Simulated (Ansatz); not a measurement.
# Residual resistivity of an alloy: Nb(100) with 4 layers of random Nb-Au, 2x2

How strongly does chemical disorder scatter in Nb(100) with 4 layers of random Nb-Au, 2x2?

Method: Ansatz plane-wave DFT, PBE, PAW files; ballistic transport by layer matching (Landauer), zero bias; PAW set soft_1, in Ansatz 0.2.0.

This is a report of a sequence of runs, with most program output left out.

**1. Set-up**

The cell holds 56 atoms: 52 Nb and 4 Au. Its edges and angles: a = 6.613 Å, b = 6.613 Å, c = 23.144 Å, α = 90.0°, β = 90.0°, γ = 90.0°. It derives from Nb. Regions: lead, 40 atoms (40 Nb); scattering region, 16 atoms (4 Au and 12 Nb). The structure is stacked along c, and the current runs across the ab planes.

**2. With 4 alloy layers**

In 4 layers a share of 0.25 of the sites is given to Au at random. The layers about the cell's end stay perfect and serve as the lead. Disorder leaves little or no symmetry, which makes such runs dear. Energies from -0.05 to 0.05 eV in steps of 0.05 eV are too few for the program's thermal sum, so it prints no conductance; for a metal the transmission near the Fermi level serves, at a fraction of the cost.

The input, input.yaml:

```yaml
crystal:
  lattice:
    - [6.6126, 0.0, 0.0]
    - [0.0, 6.6126, 0.0]
    - [0.0, 0.0, 23.1441]
  atoms:
    - { symbol: Nb, position: [0.0, 0.0, 0.0357142857] }
    - { symbol: Nb, position: [0.0, 0.5, 0.0357142857] }
    - { symbol: Nb, position: [0.5, 0.0, 0.0357142857] }
    - { symbol: Nb, position: [0.5, 0.5, 0.0357142857] }
    - { symbol: Nb, position: [0.25, 0.25, 0.1071428571] }
    - { symbol: Nb, position: [0.25, 0.75, 0.1071428571] }
    - { symbol: Nb, position: [0.75, 0.25, 0.1071428571] }
    - { symbol: Nb, position: [0.75, 0.75, 0.1071428571] }
[... 44 atom lines left out ...]
    - { symbol: Nb, position: [0.25, 0.25, 0.9642857143] }
    - { symbol: Nb, position: [0.25, 0.75, 0.9642857143] }
    - { symbol: Nb, position: [0.75, 0.25, 0.9642857143] }
    - { symbol: Nb, position: [0.75, 0.75, 0.9642857143] }
kpoints:
  mp_grid: { grid: [4, 4, 1] }
hamiltonian:
  xc: pbe
  pseudopotentials: { kind: paw, azcp: { folder: soft_1 } }
scf:
  occupations: { method: fermi_dirac, width: 0.1 }
output:
  transmission: { leads: [[0, 4]], kmesh: [8, 8], e_range: [-0.05, 0.05], de: 0.05 }
  write_potential: true
  write_density: true
  volumetric_format: npy
```

Command:

```bash
$ ansatz run input.yaml --threads 4 --pin off --max-ram 15360MiB --backend cpu --events-out ev --progress --plain --runs-dir out
```

Run time: 14 min. Hardware: 4 threads of Arm Neoverse V1, shared host; peak memory 8.2 GiB; 46 min of CPU time.

Numbers from this step:

```yaml
free_energy: -289327.0540 eV
energy_at_zero_smearing: -289325.9623 eV
fermi_energy: 17.98 eV
cell_area: 43.73 Å²
transmission_per_spin_nearest_the_fermi_level: 4.010
open_channels_per_spin_nearest_the_fermi_level: 10.86
step_of_the_lead_s_potential: 13.5 meV
```

Per spin. Transmission, zone mean against energy, zero at the Fermi level:

| energy (eV) | transmission, zone mean |
| --- | --- |
| -0.0500 | 4.15 |
| 0.0000 | 4.01 |
| 0.0500 | 3.92 |

Per spin. Open channels, zone mean, lead against energy, zero at the Fermi level:

| energy (eV) | open channels, zone mean, lead |
| --- | --- |
| -0.0500 | 11.7 |
| 0.0000 | 10.9 |
| 0.0500 | 10.4 |

Transmission over k1 and k2. At 0.0000 eV from the Fermi level.

Ten even steps from '_' (1.59) to '@' (5.74):
```
__..==**##**==..
..==**%%@@%%++==
--**%%@@@@%%%%**
==##@@@@@@@@@@##
--**%%%%@@@@%%**
..==++%%@@%%**==
__..==**##**==..
____..--==--..__
```
Columns: k1 (b1) from -0.5 to 0.375; rows upwards: k2 (b2) from -0.5 to 0.375.

Open channels over k1 and k2. At 0.0000 eV from the Fermi level.

Ten even steps from '_' (4.0) to '@' (14.0):
```
__++++@@@@@@++++
**++**%%@@%%**++
**@@%%######%%@@
@@@@@@######@@@@
**@@%%######%%@@
**++**%%@@%%**++
__++++@@@@@@++++
____****@@****__
```
Columns: k1 (b1) from -0.5 to 0.375; rows upwards: k2 (b2) from -0.5 to 0.375.

Over the solved energies the transmission per spin lies between 3.92 and 4.15, out of 11.0 channels of the lead on average (up to 11.7).

**3. With 8 alloy layers**

In 8 layers a share of 0.25 of the sites is given to Au at random. A fresh draw is used; the growth of the resistance with length is what counts.

System of this step: Nb(100) with 8 layers of random Nb-Au, 2x2. The cell holds 72 atoms: 64 Nb and 8 Au. Its edges and angles: a = 6.613 Å, b = 6.613 Å, c = 29.757 Å, α = 90.0°, β = 90.0°, γ = 90.0°. It derives from Nb. Regions: lead, 40 atoms (40 Nb); scattering region, 32 atoms (24 Nb and 8 Au). The structure is stacked along c, and the current runs across the ab planes.

The input, input.yaml:

```yaml
crystal:
  lattice:
    - [6.6126, 0.0, 0.0]
    - [0.0, 6.6126, 0.0]
    - [0.0, 0.0, 29.7567]
  atoms:
    - { symbol: Nb, position: [0.0, 0.0, 0.0277777778] }
    - { symbol: Nb, position: [0.0, 0.5, 0.0277777778] }
    - { symbol: Nb, position: [0.5, 0.0, 0.0277777778] }
    - { symbol: Nb, position: [0.5, 0.5, 0.0277777778] }
    - { symbol: Nb, position: [0.25, 0.25, 0.0833333333] }
    - { symbol: Nb, position: [0.25, 0.75, 0.0833333333] }
    - { symbol: Nb, position: [0.75, 0.25, 0.0833333333] }
    - { symbol: Nb, position: [0.75, 0.75, 0.0833333333] }
[... 60 atom lines left out ...]
    - { symbol: Nb, position: [0.25, 0.25, 0.9722222222] }
    - { symbol: Nb, position: [0.25, 0.75, 0.9722222222] }
    - { symbol: Nb, position: [0.75, 0.25, 0.9722222222] }
    - { symbol: Nb, position: [0.75, 0.75, 0.9722222222] }
kpoints:
  mp_grid: { grid: [4, 4, 1] }
hamiltonian:
  xc: pbe
  pseudopotentials: { kind: paw, azcp: { folder: soft_1 } }
scf:
  occupations: { method: fermi_dirac, width: 0.1 }
output:
  transmission: { leads: [[0, 4]], kmesh: [8, 8], e_range: [-0.05, 0.05], de: 0.05 }
  write_potential: true
  write_density: true
  volumetric_format: npy
```

It took 33 min on 4 threads; peak memory 8.7 GiB; 1.9 h of CPU time.

Numbers from this step:

```
free energy                                    : -396560.0269 eV
energy at zero smearing                        : -396558.6111 eV
Fermi energy                                   : 18.07 eV
transmission per spin nearest the Fermi level  : 3.024
open channels per spin nearest the Fermi level : 10.61
step of the lead's potential                   : 4.3 meV
```

Per spin. Transmission, zone mean against energy, zero at the Fermi level:

| energy (eV) | transmission, zone mean |
| --- | --- |
| -0.0500 | 3.17 |
| 0.0000 | 3.02 |
| 0.0500 | 2.96 |

Over the solved energies the transmission per spin lies between 2.96 and 3.17, out of 10.8 channels of the lead on average (up to 11.5).

**4. With 12 alloy layers**

In 12 layers a share of 0.25 of the sites is given to Au at random. A fresh draw is used; the growth of the resistance with length is what counts.

System of this step: Nb(100) with 12 layers of random Nb-Au, 2x2. The cell holds 88 atoms: 76 Nb and 12 Au. Its edges and angles: a = 6.613 Å, b = 6.613 Å, c = 36.369 Å, α = 90.0°, β = 90.0°, γ = 90.0°. It derives from Nb. Regions: lead, 40 atoms (40 Nb); scattering region, 48 atoms (36 Nb and 12 Au). The structure is stacked along c, and the current runs across the ab planes.

The input, input.yaml:

```yaml
crystal:
  lattice:
    - [6.6126, 0.0, 0.0]
    - [0.0, 6.6126, 0.0]
    - [0.0, 0.0, 36.3693]
  atoms:
    - { symbol: Nb, position: [0.0, 0.0, 0.0227272727] }
    - { symbol: Nb, position: [0.0, 0.5, 0.0227272727] }
    - { symbol: Nb, position: [0.5, 0.0, 0.0227272727] }
    - { symbol: Nb, position: [0.5, 0.5, 0.0227272727] }
    - { symbol: Nb, position: [0.25, 0.25, 0.0681818182] }
    - { symbol: Nb, position: [0.25, 0.75, 0.0681818182] }
    - { symbol: Nb, position: [0.75, 0.25, 0.0681818182] }
    - { symbol: Nb, position: [0.75, 0.75, 0.0681818182] }
[... 76 atom lines left out ...]
    - { symbol: Nb, position: [0.25, 0.25, 0.9772727273] }
    - { symbol: Nb, position: [0.25, 0.75, 0.9772727273] }
    - { symbol: Nb, position: [0.75, 0.25, 0.9772727273] }
    - { symbol: Nb, position: [0.75, 0.75, 0.9772727273] }
kpoints:
  mp_grid: { grid: [4, 4, 1] }
hamiltonian:
  xc: pbe
  pseudopotentials: { kind: paw, azcp: { folder: soft_1 } }
scf:
  occupations: { method: fermi_dirac, width: 0.1 }
output:
  transmission: { leads: [[0, 4]], kmesh: [8, 8], e_range: [-0.05, 0.05], de: 0.05 }
  write_potential: true
  write_density: true
  volumetric_format: npy
```

Run time: 55 min. Hardware: 4 threads; peak memory 9.3 GiB.

Numbers from this step:

```
free energy                                   : -503793.9478 eV
energy at zero smearing                       : -503792.2857 eV
Fermi energy                                  : 18.13 eV
transmission per spin nearest the Fermi level : 2.469
step of the lead's potential                  : 1.9 meV
```

Per spin. Transmission, zone mean against energy, zero at the Fermi level:

| energy (eV) | transmission, zone mean |
| --- | --- |
| -0.0500 | 2.55 |
| 0.0000 | 2.47 |
| 0.0500 | 2.47 |

Over the solved energies the transmission per spin lies between 2.47 and 2.55, out of 10.8 channels of the lead on average (up to 11.5).

**5. Resistance against length**

This step: Ansatz plane-wave DFT, PBE, PAW files; ballistic transport by layer matching (Landauer), zero bias; residual resistivity from the slope of the area resistance, atoms on the host's lattice; PAW set soft_1 (Ansatz 0.2.0).

This step gave:

| Item | Value |
| --- | --- |
| resistivity | 64.25 µΩ cm |
| intercept | 0.4677 fΩ m² |
| scatter about the fit | 0.006725 fΩ m² |

Resistance, by row:

| run | length (Å) | T | channels N | RA (fΩ m²) |
| --- | --- | --- | --- | --- |
| n4 | 6.613 | 4.026 | 10.98 | 0.8878 |
| n8 | 13.23 | 3.049 | 10.78 | 1.327 |
| n12 | 19.84 | 2.496 | 10.78 | 1.738 |

Table of area resistance by length of the alloy:

| length of the alloy (Å) | area resistance (fΩ m²) |
| --- | --- |
| 6.61 | 0.888 |
| 13.23 | 1.33 |
| 19.84 | 1.74 |

The area resistance goes from 0.89 to 1.7 fΩ m² between 6.6 and 19.8 Å, a slope of 64 µΩ cm.

By hand from the end points: (1.738 − 0.8878) fΩ m² / (19.84 − 6.61) Å = 64 µΩ cm, since 1 fΩ m² per Å is 1000 µΩ cm.

**6. What came out**

| Property | Result |
| --- | --- |
| resistivity from the slope | 64.3 µΩ cm |
| area resistance over 6.61 Å | 0.888 fΩ m² |
| area resistance over 13.2 Å | 1.33 fΩ m² |
| area resistance over 19.8 Å | 1.74 fΩ m² |

What this shows: The slope gives 64 µΩ cm. The points scatter by 0.0067 fΩ m² about the line, with one random draw a length in a 2x2 cell, so the slope is a rough value. The lead's own channel count moves between the runs (11.0, 10.8 and 10.8), which shifts RA and the slope too. Read with a model of isotropic scattering on a spherical Fermi surface and the lead's 1.9×10¹⁵ S/m², this slope means a mean free path near 6.0 Å; over these lengths the model's slope is within 3 % of its bulk resistivity. The atoms sit on the host's lattice, so scattering by size misfit is left out. Spin-orbit coupling is left out, which matters for Au.

[Logs are printed without paths, hosts, clocks, repeated set-up lines and the standing remarks that a program may print on its own settings, such as how far it seeks lower states.]

[Hosts, paths, dates, database ids (printed as entryN), source tags and the programs' standing remarks are cut or masked in the printed files.]
